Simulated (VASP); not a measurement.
# GeSb2Te4 (R-3m) in VASP: notebook

One crystal, GeSb2Te4, is run at these levels: PBE; tasks: relaxation of cell and atoms.

Program: VASP 6.6.1. These are calculated values, not measurements. Logs are shortened: lines on timing, memory, paths and dates and some standing lists are left out, and cuts for length are marked.

## Step 1: The crystal as given

Symmetry: R-3m, No. 166, trigonal system. Conventional cell: a = 6.549 Å, b = 6.549 Å, c = 18.669 Å, α = 90.00°, β = 90.00°, γ = 120.00°. Ge (site symmetry -3m) has 6 Te at 3.64 Å and 6 Sb at 3.80 Å as nearest neighbours. Around Sb (site symmetry 3m) lie 4 Te at 3.32 to 3.50 Å and 3 Ge at 3.80 Å. Te (site symmetry 2/m) is surrounded by 6 Te at 3.27 Å and 2 Sb at 3.32 Å and 2 Ge at 3.64 Å. Te (site symmetry -3m) is surrounded by 6 Te at 3.27 Å and 2 Sb at 3.50 Å.

The cell was built by a generator and needn't be a form met in nature.

## Step 2: Relaxation of cell and atoms, PBE

INCAR

```
ALGO = Fast
EDIFF = 1E-4
EDIFFG = -0.08
ENCUT = 520
GGA = PE
IBRION = 2
ISIF = 3
ISMEAR = 0
LASPH = True
LCHARG = False
LREAL = False
LWAVE = False
NELM = 60
NSW = 24
PREC = Normal
SIGMA = 0.15
```

KPOINTS

```
k-points
0
Gamma
  3 3 3
```

POSCAR

```
GeSb2Te4
1.0
    3.2743114200      1.8904245800      6.2230366000
   -3.2743114200      1.8904245800      6.2230366000
    0.0000000000     -3.7808491600      6.2230366000
Ge Sb Te
1 2 4
Direct
    0.0000000000      0.0000000000      0.0000000000
    0.6874538500      0.6874538500      0.6874538500
    0.3125461500      0.3125461500      0.3125461500
    0.0000000000      0.0000000000      0.5000000000
    0.5000000000      0.0000000000      0.0000000000
    0.0000000000      0.5000000000      0.0000000000
    0.5000000000      0.5000000000      0.5000000000
```

Potentials or basis: VASP PAW PBE potentials, release 64 (Ge_d, Sb, Te).

Run with:

```sh
$ cat potpaw_PBE.64/Ge_d/POTCAR potpaw_PBE.64/Sb/POTCAR potpaw_PBE.64/Te/POTCAR > POTCAR
$ mpirun -np 4 vasp_std > vasp.out
```

OUTCAR:

```text
EDIFF = 1E-4
   EDIFFG = -0.08
   ENCUT = 520
   GGA = PE
   IBRION = 2
   ISIF = 3
   ISMEAR = 0
   LASPH = True
   LREAL = False
   NELM = 60
   NSW = 24
   PREC = Normal

 ion  position               nearest neighbor table
   1  0.000  0.000  0.000-
   2  0.687  0.687  0.687-   5 3.32   6 3.32   4 3.32   7 3.50
   3  0.313  0.313  0.313-   5 3.32   6 3.32   4 3.32   7 3.50
   4  0.000  0.000  0.500-   7 3.27   7 3.27   6 3.27   5 3.27   5 3.27   6 3.27   2 3.32   3 3.32

   5  0.500  0.000  0.000-   6 3.27   6 3.27   4 3.27   7 3.27   4 3.27   7 3.27   2 3.32   3 3.32

   6  0.000  0.500  0.000-   5 3.27   5 3.27   4 3.27   4 3.27   7 3.27   7 3.27   2 3.32   3 3.32

   7  0.500  0.500  0.500-   4 3.27   4 3.27   5 3.27   5 3.27   6 3.27   6 3.27   2 3.50   3 3.50

  LATTYP: Found a trigonal (rhomboedric) cell.
 ALAT       =     7.2815523683
 COS(alpha) =     0.5955898875

  Lattice vectors:

 A1 = (   3.2743114200,   1.8904245800,   6.2230366000)
 A2 = (  -3.2743114200,   1.8904245800,   6.2230366000)
 A3 = (   0.0000000000,  -3.7808491600,   6.2230366000)

Analysis of symmetry for initial positions (statically):
=====================================================================
 Subroutine PRICEL returns:
 Original cell was already a primitive cell.

 Routine SETGRP: Setting up the symmetry group for a
 trigonal (rhombohedral) supercell.

 Subroutine GETGRP returns: Found 12 space group operations
 (whereof 12 operations were pure point group operations)
 out of a pool of 12 trial point group operations.

The static configuration has the point symmetry D_3d.

Analysis of symmetry for dynamics (positions and initial velocities):
=====================================================================
 Subroutine PRICEL returns:
 Original cell was already a primitive cell.

 Routine SETGRP: Setting up the symmetry group for a
 trigonal (rhombohedral) supercell.

 Subroutine GETGRP returns: Found 12 space group operations
 (whereof 12 operations were pure point group operations)
 out of a pool of 12 trial point group operations.

The dynamic configuration has the point symmetry D_3d.

 Subroutine INISYM returns: Found 12 space group operations
 (whereof 12 operations are pure point group operations),
 and found     1 'primitive' translations

----------------------------------------------------------------------------------------

                                     Primitive cell

  volume of cell :     231.1176

  direct lattice vectors                    reciprocal lattice vectors
     3.274311420  1.890424580  6.223036600     0.152703862  0.088163616  0.053564418
    -3.274311420  1.890424580  6.223036600    -0.152703862  0.088163616  0.053564418
     0.000000000 -3.780849160  6.223036600     0.000000000 -0.176327232  0.053564418

  length of vectors
     7.281552368  7.281552368  7.281552369     0.184283585  0.184283585  0.184283585

  position of ions in fractional coordinates (direct lattice)
     0.000000000  0.000000000  0.000000000
     0.687453850  0.687453850  0.687453850
     0.312546150  0.312546150  0.312546150
     1.000000000  1.000000000  0.500000000
     0.500000000  1.000000000  1.000000000
     1.000000000  0.500000000  1.000000000
     0.500000000  0.500000000  0.500000000

  ion indices of the primitive-cell ions
   primitive index   ion index
                 1           1
                 2           2
                 3           3
                 4           4
                 5           5
                 6           6
                 7           7

----------------------------------------------------------------------------------------

 KPOINTS: k-points

Automatic generation of k-mesh.
 Grid dimensions read from file:
 generate k-points for:    3    3    3

 Generating k-lattice:

  Cartesian coordinates                     Fractional coordinates (reciprocal lattice)
     0.050901287  0.029387872  0.017854806     0.333333333 -0.000000000 -0.000000000
    -0.050901287  0.029387872  0.017854806    -0.000000000  0.333333333 -0.000000000
[... 48 lines left out ...]
  free energy    TOTEN  =       -21.87195394 eV

  energy without entropy =      -21.77375514  energy(sigma->0) =      -21.82285454

------------------------ aborting loop because EDIFF is reached ----------------------------------------

  FORCE on cell =-STRESS in cart. coord.  units (eV):
  Direction    XX          YY          ZZ          XY          YZ          ZX
  --------------------------------------------------------------------------------------
  -------------------------------------------------------------------------------------
  Total       -4.7589951     -4.7589951     -6.7566606      0.0000000      0.0000000     -0.0000000
  in kB      -32.9908038    -32.9908038    -46.8392295      0.0000000      0.0000000     -0.0000000
  external PRESSURE =     -37.6069457 kB  Pullay stress =       0.0000000 kB

 VOLUME and BASIS-vectors are now :
 -----------------------------------------------------------------------------
  energy-cutoff  :      520.00
  volume of cell :      231.12
      direct lattice vectors                 reciprocal lattice vectors
     3.274311420  1.890424580  6.223036600     0.152703862  0.088163616  0.053564418
    -3.274311420  1.890424580  6.223036600    -0.152703862  0.088163616  0.053564418
     0.000000000 -3.780849160  6.223036600     0.000000000 -0.176327232  0.053564418
[... 247 lines left out ...]
 POSITION                                       TOTAL-FORCE (eV/Angst)
 -----------------------------------------------------------------------------------
      0.00000      0.00000      0.00000        -0.000000      0.000000      0.000000
      0.00000      0.00000     11.59814        -0.000000     -0.000000      0.097779
      0.00000      0.00000      5.46606        -0.000000     -0.000000     -0.097779
     -0.00000     -1.89194      2.84403        -0.000000      0.000000      0.000000
      1.63847      0.94597      2.84403        -0.000000      0.000000      0.000000
     -1.63847      0.94597      2.84403        -0.000000      0.000000      0.000000
      0.00000      0.00000      8.53210         0.000000      0.000000      0.000000
 -----------------------------------------------------------------------------------
    total drift:                               -0.000000      0.000000     -0.000000

  FREE ENERGIE OF THE ION-ELECTRON SYSTEM (eV)
  ---------------------------------------------------
  free  energy   TOTEN  =       -22.2958846182 eV

  energy  without entropy=      -22.1870574666  energy(sigma->0) =      -22.24147104

--------------------------------------- Ionic step        8  -------------------------------------------

 number of electron      47.9999975 magnetization

 Free energy of the ion-electron system (eV)
  ---------------------------------------------------
  ext. energy  EPLUGINS =         0.00000000
  ---------------------------------------------------
  free energy    TOTEN  =       -22.30424266 eV

  energy without entropy =      -22.19707073  energy(sigma->0) =      -22.25065670

 E-fermi :   6.8218     XC(G=0):  -9.6805

 val. band max:        6.8165082301   @ k =  -0.3333   0.3333   0.3333
 cond. band min:       6.8297991225   @ k =  -0.3333   0.3333   0.0000
 fundamental gap:      0.0132908925
 Fermi energy:         6.8218461582

 k-point     1 :       0.0000    0.0000    0.0000
  band No.  band energies     occupation
      1     -18.7323      2.00000
      2     -18.7275      2.00000
      3     -18.7275      2.00000
      4     -18.7115      2.00000
      5     -18.7115      2.00000
      6      -6.9823      2.00000
[... 20 lines left out ...]
     27       8.1261      0.00000
[... 176 lines left out ...]
 POSITION                                       TOTAL-FORCE (eV/Angst)
 -----------------------------------------------------------------------------------
      0.00000     -3.76195      5.66590         0.000000      0.000000      0.000000
      0.00000      0.00000     11.56094        -0.000000     -0.000000      0.021058
      0.00000      0.00000      5.43675        -0.000000     -0.000000     -0.021058
     -0.00000     -1.88097      2.83295         0.000000     -0.000000     -0.000000
      1.62897     -2.82146      8.49885        -0.000000      0.000000     -0.000000
     -1.62897     -2.82146      8.49885        -0.000000      0.000000      0.000000
      0.00000      0.00000      8.49885        -0.000000     -0.000000      0.000000
 -----------------------------------------------------------------------------------
    total drift:                               -0.000000     -0.000000      0.000000

  FREE ENERGIE OF THE ION-ELECTRON SYSTEM (eV)
  ---------------------------------------------------
  free  energy   TOTEN  =       -22.3042426636 eV

  energy  without entropy=      -22.1970707281  energy(sigma->0) =      -22.25065670

 reached required accuracy - stopping structural energy minimisation
```

It took 48 s on 4 MPI ranks of Intel Xeon 6975P-C (Granite Rapids), shared host; peak memory 0.17 GiB.

What came out:

* Free energy: -22.3042 eV
* Relaxed volume: 29.76 Å³/atom
* Relaxed cell: a = 6.801 Å, b = 6.801 Å, c = 6.801 Å, α = 57.24°, β = 57.24°, γ = 57.24°
* Space group after relaxing (to 0.05 Å): R-3m (No. 166)
* Energy gained by relaxing: 61.8 meV/atom
* Ionic steps: 8
* Pressure after relaxing: 0.3 GPa
* Largest force after relaxing: 0.021 eV/Å
* Band gap on the k mesh: none (metal or under the smearing width)

Forces on the atoms (eV/Å):
```
Ge   0.000  0.000  0.000
Sb   0.000  0.000  0.021
Sb   0.000  0.000 -0.021
Te   0.000  0.000  0.000
Te   0.000  0.000  0.000
Te   0.000  0.000  0.000
Te   0.000  0.000  0.000
```

The path:
| step | energy change (eV) | largest force (eV/Å) | pressure (GPa) | volume (Å³) |
| --- | --- | --- | --- | --- |
| 1 | 0.0000 | 0.1476 | -3.76 | 231.12 |
| 2 | -0.3040 | 0.5579 | 0.62 | 206.14 |
| 3 | -0.3068 | 0.5228 | -0.03 | 207.98 |
| 4 | -0.3064 | 0.5357 | 0.57 | 207.35 |
| 5 | -0.3536 | 0.4665 | 0.41 | 206.21 |
| 6 | -0.4096 | 0.1232 | 1.12 | 202.57 |
| 7 | -0.4239 | 0.0978 | -0.84 | 211.59 |
| 8 | -0.4323 | 0.0211 | 0.32 | 208.33 |

Final structure:
```xyz
7
Lattice="3.2579 1.8810 5.6659 -3.2579 1.8810 5.6659 0.0000 -3.7619 5.6659" Properties=species:S:1:pos:R:3 pbc="T T T"
Ge    0.0000   -3.7619    5.6659
Sb    0.0000    0.0000   11.5609
Sb    0.0000    0.0000    5.4368
Te    0.0000   -1.8810    2.8329
Te    1.6290   -2.8215    8.4988
Te   -1.6290   -2.8215    8.4988
Te    0.0000    0.0000    8.4988
```

Levels at points of the mesh, in eV from the Fermi level:
```tsv
k point	band 19	band 20	band 21	band 22	band 23	band 24	band 25	band 26	band 27	band 28
(0.00, 0.00, 0.00)	-2.09	-2.09	-0.93	0.02	0.03	0.03	0.66	1.30	1.30	2.90
```

Caveat: the k mesh is coarse (spacing up to 0.39 Å⁻¹), so the values aren't converged; the relaxation stopped at a loose force limit of 0.08 eV/Å, so its end isn't a converged minimum.

## Step 3: Relaxation of cell and atoms, PBE

This run uses another cell than the first one, of 29.98 Å³/atom, 0.908 times its volume.

INCAR is that of step 2.

KPOINTS is that of step 2.

POSCAR

```
GeSb2Te4
1.0
   -3.4634684400      3.5110390900      4.3143292100
    3.4634684400     -3.5110390900      4.3143292100
    3.4634684400      3.5110390900     -4.3143292100
Ge Sb Te
1 2 4
Direct
    0.5000000000      0.0000000000      0.5000000000
    0.2218291500      0.7218291500      0.5000000000
    0.7781708500      0.2781708500      0.5000000000
    0.7948093400      0.2020218300      0.9968311600
    0.2051906600      0.2020218300      0.4072124900
    0.2051906600      0.7979781700      0.0031688400
    0.7948093400      0.7979781700      0.5927875100
```

Potentials or basis: VASP PAW PBE potentials, release 64 (Ge_d, Sb, Te).

Run with:

```sh
$ cat potpaw_PBE.64/Ge_d/POTCAR potpaw_PBE.64/Sb/POTCAR potpaw_PBE.64/Te/POTCAR > POTCAR
$ mpirun -np 4 vasp_std > vasp.out
```

Run time: 1.7 min. Hardware: 4 MPI ranks of Intel Xeon 6975P-C (Granite Rapids), shared host; peak memory 0.18 GiB.

It converged, with:

```
Free energy                            : -23.6928 eV
Relaxed volume                         : 39.34 Å³/atom
Relaxed cell                           : a = 7.136 Å, b = 7.136 Å, c = 7.136 Å, α = 117.07°, β = 108.82°, γ = 102.84°
Space group after relaxing (to 0.05 Å) : Immm (No. 71)
Energy gained by relaxing              : 653.8 meV/atom
Ionic steps                            : 14
Pressure after relaxing                : 0.1 GPa
Largest force after relaxing           : 0.074 eV/Å
Band gap on the k mesh                 : none (metal or under the smearing width)
```

Forces on the atoms (eV/Å):
```
Ge   0.000  0.000  0.000
Sb   0.000  0.000 -0.074
Sb   0.000  0.000  0.074
Te   0.014  0.057  0.000
Te   0.014 -0.057  0.000
Te  -0.014 -0.057  0.000
Te  -0.014  0.057  0.000
```

Stress tensor (GPa, compression positive):
```
 0.19  0.00  0.00
 0.00 -0.02  0.00
 0.00  0.00  0.02
```

Step by step:
```
step  energy change (eV)  largest force (eV/Å)  pressure (GPa)  volume (Å³)
   1              0.0000                3.3202           18.52       209.86
   2             -2.8757                1.1814           -4.60       333.36
   3             -3.7148                1.3735           -0.80       278.27
   4             -3.9586                1.1045           -0.30       273.13
   5             -4.1334                0.4833            1.46       264.66
   6             -4.2934                0.4193            0.55       272.50
   7             -4.3811                0.5324           -0.25       282.06
   8             -4.3835                0.5547           -0.34       283.85
   9             -4.4636                0.4575           -0.44       282.65
  10             -4.4917                0.3773           -0.41       281.49
  11             -4.5553                0.2060            0.24       275.30
  12             -4.5630                0.1723            0.61       271.90
  13             -4.5708                0.2192           -0.35       277.57
  14             -4.5766                0.0737            0.07       275.38
```

Final structure:
```
CELL_PARAMETERS angstrom
-3.72515 4.15300 4.45006
3.72515 -4.15300 4.45006
3.72515 4.15300 -4.45006
ATOMIC_POSITIONS crystal
Ge 0.50000 0.00000 0.50000
Sb 0.16543 0.66543 0.50000
Sb 0.83457 0.33457 0.50000
Te 0.79619 0.21084 0.00704
Te 0.20381 0.21084 0.41465
Te 0.20381 0.78916 0.99296
Te 0.79619 0.78916 0.58535
```

Levels at points of the mesh, in eV from the Fermi level:
| k point | band 22 | band 23 | band 24 | band 25 | band 26 | band 27 |
| --- | --- | --- | --- | --- | --- | --- |
| (0.00, 0.00, 0.00) | -0.42 | -0.23 | -0.11 | 0.48 | 1.03 | 1.29 |

Caveat: the k mesh is coarse (spacing up to 0.42 Å⁻¹), so the values aren't converged; the volume moved by over 15 % at a fixed basis, so the end points are rough; the relaxation stopped at a loose force limit of 0.08 eV/Å, so its end isn't a converged minimum. The run has no spin-orbit coupling, so splittings on Sb, Te are missing.

## Step 4: Relaxation of cell and atoms, PBE

This run uses another cell than the first one, of 35.49 Å³/atom, 1.075 times its volume.

INCAR is that of step 3.

KPOINTS is that of step 3.

POSCAR

```
GeSb2Te4
1.0
   -3.7868105900      3.7868105900      4.3313747400
    3.7868105900     -3.7868105900      4.3313747400
    3.7868105900      3.7868105900     -4.3313747400
Ge Sb Te
1 2 4
Direct
    0.5000000000      0.5000000000      0.0000000000
    0.5000000000      0.0000000000      0.5000000000
    0.0000000000      0.5000000000      0.5000000000
    0.2512388100      0.2512388100      0.0000000000
    0.7487611900      0.7487611900      0.0000000000
    0.7500000000      0.2500000000      0.5000000000
    0.2500000000      0.7500000000      0.5000000000
```

Run with:

```sh
$ cat potpaw_PBE.64/Ge_d/POTCAR potpaw_PBE.64/Sb/POTCAR potpaw_PBE.64/Te/POTCAR > POTCAR
$ mpirun -np 4 vasp_std > vasp.out
```

It took 4.3 min on 4 MPI ranks of Intel Xeon 6975P-C (Granite Rapids), shared host; peak memory 0.17 GiB.

Results (log left out):

| Quantity | Value |
| --- | --- |
| Free energy | -23.2373 eV |
| Relaxed volume | 32.84 Å³/atom |
| Relaxed cell | a = 7.474 Å, b = 7.474 Å, c = 7.474 Å, α = 131.41°, β = 131.41°, γ = 71.16° |
| Space group after relaxing (to 0.05 Å) | I4/mmm (No. 139) |
| Energy gained by relaxing | 2306.1 meV/atom |
| Ionic steps | 23 |
| Pressure after relaxing | -0.2 GPa |
| Largest force after relaxing | 0.004 eV/Å |
| Band gap on the k mesh | none (metal or under the smearing width) |

Forces in eV/Å, atoms in the order of the input:
```
Ge   0.000  0.000  0.000
Sb   0.000  0.000  0.000
Sb   0.000  0.000  0.000
Te   0.000  0.000  0.004
Te   0.000  0.000 -0.004
Te   0.000  0.000  0.000
Te   0.000  0.000  0.000
```

Stress tensor (GPa, compression positive):
```
-0.36  0.00  0.00
 0.00 -0.36  0.00
 0.00  0.00  0.05
```

The path:
```
step  energy change (eV)  largest force (eV/Å)  pressure (GPa)  volume (Å³)
   1              0.0000                5.3898           33.01       248.45
   2             -2.3524                0.4153           -7.24       527.12
   3             -6.0094                0.6039           -6.45       465.93
   4             -8.4908                0.6405           -6.61       430.43
   5            -12.3828                0.4748           -4.05       337.70
   6            -12.3290                0.4554            0.52       305.27
   7            -12.5769                0.4394           -3.16       326.17
   8            -12.5961                0.4169           -1.95       316.84
   9            -12.6098                0.4192           -2.39       320.64
  10            -13.3577                0.1305           -2.62       295.50
  11            -15.2124                0.2399           -0.63       243.61
  12             -4.1829                0.1754           54.93       152.39
  13            -15.3336                0.2253            0.49       234.46
  14            -14.7981                0.2529           11.87       192.00
  15            -15.7414                0.2968            2.24       222.10
  16            -15.7758                0.3076            3.43       215.79
  17            -15.9724                0.1014            3.53       212.57
  18            -15.9838                0.1552            3.62       213.23
  19            -16.1275                0.0522            1.16       223.24
  20            -16.1443                0.0058            0.60       228.46
  21            -16.0784                0.0799           -1.68       239.14
  22            -16.1395                0.0151           -0.55       231.18
  23            -16.1429                0.0041           -0.22       229.89
```

Final structure:
```
CELL_PARAMETERS angstrom
-3.07500 3.07500 6.07821
3.07500 -3.07500 6.07821
3.07500 3.07500 -6.07821
ATOMIC_POSITIONS crystal
Ge 0.50000 0.50000 0.00000
Sb 0.50000 0.00000 0.50000
Sb 0.00000 0.50000 0.50000
Te 0.24016 0.24016 0.00000
Te 0.75984 0.75984 0.00000
Te 0.75000 0.25000 0.50000
Te 0.25000 0.75000 0.50000
```

Levels at points of the mesh, in eV from the Fermi level:
```csv
k point,band 22,band 23,band 24,band 25,band 26,band 27
"(0.00, 0.00, 0.00)",-0.81,0.41,0.44,0.44,2.41,2.41
```

Caveat: the k mesh is coarse (spacing up to 0.39 Å⁻¹), so the values aren't converged; the relaxation stopped at a loose force limit of 0.08 eV/Å, so its end isn't a converged minimum. Spin-orbit coupling is left out, which matters for the levels of Sb, Te.
